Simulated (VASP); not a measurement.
# VASP inputs for Si (strained lonsdaleite (2H))

INCAR

```
NELM = 120
NBANDS = 16
SIGMA = 0.02
GGA = PE
PREC = Accurate
ENCUT = 520
LREAL = .FALSE.
NSW = 0
EDIFF = 1E-7
LCHARG = .FALSE.
LWAVE = .FALSE.
ISIF = 2
LASPH = .TRUE.
IBRION = -1
ISMEAR = -1
```

KPOINTS

```
KPOINTS created by Atomic Simulation Environment
0
Gamma
12 12 4
0 0 0
```

KPOINTS_OPT

```
special points
7
Reciprocal
0.0000000000 0.0000000000 0.0000000000 1
0.5000000000 0.0000000000 0.0000000000 1
0.3333333333 0.3333333333 0.0000000000 1
0.0000000000 0.0000000000 0.5000000000 1
0.5000000000 0.0000000000 0.5000000000 1
0.3333333333 0.3333333333 0.5000000000 1
0.0000000000 0.5000000000 0.0000000000 1
```

POSCAR

```
Si
 1.0000000000000000
     3.8321295590073570    0.0000000000000000    0.0000000000000000
    -1.9160647795036785    3.3187215486936292    0.0000000000000000
     0.0000000000000000    0.0000000000000000    6.4046290290999996
 Si
   4
Cartesian
 -0.0000000000000000  2.2124810324624189  0.0070885391266683
  1.9160647795036780  1.1062405162312094  3.2094030536766671
 -0.0000000000000000  2.2124810324624189  2.3946473467858316
  1.9160647795036780  1.1062405162312094  5.5969618613358296
```

VASP ran with the recommended PBE PAW datasets (16 valence electrons in the cell).

Q: Predict the results.

A: gap between bands v and c 0.48 eV; least direct gap 1.11 eV; pressure 0.2 GPa.

Band v is the last that the valence electrons fill when counted band by band, and c is the next. Levels in eV from the top of v:

| point | v−1 | v | c | c+1 |
| --- | --- | --- | --- | --- |
| Γ | 0.00 | 0.00 | 1.11 | 2.05 |
| M | -2.96 | -1.44 | 0.48 | 2.31 |
| K | -3.54 | -3.34 | 0.83 | 5.16 |
| A | -0.88 | -0.88 | 1.86 | 1.86 |
| L | -2.38 | -2.38 | 0.88 | 0.88 |
| H | -2.04 | -2.04 | 1.48 | 1.48 |
